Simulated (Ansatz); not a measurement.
**BN: the band gap up the ladder of functionals**

The task here is to estimate one member of a computed series from the others.

The runs shown are made with Ansatz 0.2.0. PAW datasets, plane waves. Calculated at 0 K for a non-magnetic cell.

### The cell

The cell was relaxed beforehand with r2SCAN+rVV10.

The symmetry is Fmm2 (No. 42, orthorhombic); conventional cell a = 2.502 Å, b = 6.586 Å, c = 4.327 Å, 8.91 Å³ an atom. B has 3 N at 1.44 Å; N has 3 B at 1.44 Å.

Coordinates:

```cif
data_structure
_symmetry_space_group_name_H-M 'Fmm2'
_symmetry_Int_Tables_number 42
_cell_length_a 2.5019
_cell_length_b 6.5857
_cell_length_c 4.3266
_cell_angle_alpha 90.000
_cell_angle_beta 90.000
_cell_angle_gamma 90.000
_cell_volume 71.29
loop_
_atom_site_label
_atom_site_type_symbol
_atom_site_symmetry_multiplicity
_atom_site_Wyckoff_symbol
_atom_site_fract_x
_atom_site_fract_y
_atom_site_fract_z
_atom_site_occupancy
B1 B 4 a 0.50000 0.00000 0.50011 1
N1 N 4 a 0.50000 0.00000 0.16659 1
```

The first run:

File input.yaml:

```yaml
crystal:
  lattice:
    - [0.0, 3.2928550384, 2.1632762179]
    - [1.2509583998, 0.0, 2.1632762179]
    - [1.2509583998, 3.2928550384, 0.0]
  atoms:
    - { symbol: B, position: [0.0001138443, 0.0001138443, 0.9998861557] }
    - { symbol: "N", position: [0.6665861457, 0.6665861457, 0.3334138543] }
kpoints:
  mp_grid: { grid: [12, 12, 12] }
  band_path:
    path:
      - [[0.0, 0.0, 0.0], [0.5, 1.716638692235e-19, 0.5], [1.0, 0.5, 0.5], [0.5, 0.5, -1.897098687291e-34], [0.0, 0.0, 0.0], [-1.585558098109e-17, 0.3696802989296, 0.3696802989296]]
      - [[1.0, 0.6303197010704, 0.6303197010704], [1.0, 0.5, 0.5]]
      - [[0.5, 1.716638692235e-19, 0.5], [0.5, 0.297517974274, 0.797517974274]]
      - [[0.5, 0.702482025726, 0.202482025726], [0.5, 0.5, -1.897098687291e-34]]
      - [[0.0, 0.0, 0.0], [0.5, 0.5, 0.5]]
    npoints: 10
hamiltonian:
  xc: pbe
scf:
  occupations: { method: fermi_dirac, width: 0.02 }
  n_extra_bands: 4
output:
  forces: true
  stress: true
  eigenvalues: true
```

The run is started by

```sh
$ ansatz run input.yaml --threads 2 --pin off --max-ram 2211MiB --backend cpu --events-out ev --progress --plain --runs-dir out
```

Among the steps run: PBE band path; r2SCAN; Single point with HSE06; PBE0; LDA; Quasiparticle levels, G0W0@PBE; One-shot GW from PBE; DDH-PBE0 at the same geometry; Single point with r2SCAN0; LC-ωPBE at the same geometry.

One table of the session follows, with a row left open; its other results are not shown here.

| level | gap (eV) |
| --- | --- |
| PBE | 3.48 |
| r2SCAN | 3.94 |
| HSE06 | 4.68 |
| PBE0 | 5.41 |
| LDA | 3.27 |
| G0W0@PBE (53 empty bands) | 4.87 |
| G0W0@PBE (132 empty bands) | 5.03 |
| DDH-PBE0 | 5.37 |
| r2SCAN0 | ? |
| LC-ωPBE | 9.88 |

Q: Estimate the row for r2SCAN0 from the others.

As computed: gap (eV): 5.71. In the column «gap (eV)» it lies between PBE0 (5.41) and LC-ωPBE (9.88).

Meshes: PBE 12×12×12, r2SCAN 12×12×12, HSE06 8×8×8, PBE0 8×8×8, LDA 12×12×12, DDH-PBE0 8×8×8, r2SCAN0 8×8×8, LC-ωPBE 8×8×8.

What this shows: LDA gives the least gap, 3.27 eV, and LC-ωPBE the largest, 9.88 eV. PBE reaches 69 % of the G0W0@PBE value, and r2SCAN 78 %. PBE0 lies 0.74 eV above HSE06, which differs from it by screening the long-range exchange. The G0W0 figures hold for the stated bands, cutoff and mesh and aren't extrapolated.

To keep in mind: Warnings in the runs' records: stress scf threshold loose, stress exchange threshold loose.
